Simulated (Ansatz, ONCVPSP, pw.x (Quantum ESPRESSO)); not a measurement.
**From atom to crystal: ONCV potential for silicon (Si)**

Si (Z = 14), optimised norm-conserving Vanderbilt (ONCV), made with ONCVPSP 4.0.1 (PBEsol, scalar-relativistic). Core [Ne], reference 3s2 3p2. Waves: 3s: rc 2.48 bohr, ncon 4, nbas 9, qcut 4.1 1/bohr, 2 projectors, debl 3.5 Ha; 3p: rc 2.10 bohr, ncon 4, nbas 8, qcut 4.6 1/bohr, 2 projectors, debl 2.4 Ha; d scattering state at 0.02 Ha: rc 2.36 bohr, ncon 4, nbas 8, qcut 5.1 1/bohr, 2 projectors, debl 1.4 Ha. Local part: polynomial inside 1.82 bohr (lpopt 4, dvloc0 0 Ha). Core correction: Teter function, fcfact 2.75, rcfact 1.15.

Crystal test: fcc Si in pw.x 7.5, no spin, 15³ k-points, Fermi–Dirac smearing 0.01 Ry, cutoffs 50/200 Ry. The reference is all-electron LAPW (Ansatz 0.2.0) with the same functional, mesh and smearing; V0 and B0 come from Birch–Murnaghan fits to the pressures at five volumes. Errors are pseudo minus all-electron; Δ is the rms difference of the E(V) curves that follow from these fits, minima aligned, over ±6 % about the mean V0. Mesh and smearing are coarse, so the numbers serve the comparison and aren't converged zero-temperature values; the lattice is a test structure that the element need not adopt.

All-electron: a0 = 3.832 Å (V0 = 14.07 Å³/atom), B0 = 91.1 GPa.

How far does the potential miss the all-electron equation of state?

mean pressure error (GPa): +0.07; a0 (Å): 3.833; a0 error (%): +0.03; B0 error (%): -0.9; Δ (meV/atom): 0.2.

| V (Å³/atom) | P all-electron (GPa) | P pseudo (GPa) |
| --- | --- | --- |
| 13.301 | 5.73 | 5.77 |
| 13.651 | 2.91 | 2.97 |
| 14.001 | 0.43 | 0.51 |
| 14.351 | -1.75 | -1.66 |
| 14.701 | -3.67 | -3.57 |

At the middle volume, how do free energy and pressure move when the wave cutoff is lowered (ecutrho kept at four times it)?

| cutoff (Ry) | shift of F (meV/atom) | shift of P (GPa) |
| --- | --- | --- |
| 22 | +0.9 | -0.04 |
| 30 | +0.3 | +0.00 |
| 40 | +0.1 | +0.01 |

The run at the middle volume (120 k-points, 6 iterations) took about 6.6 s on one core of a shared host (Intel(R) Xeon(R) Platinum 8488C, 192 threads, 744 GiB, load 110).
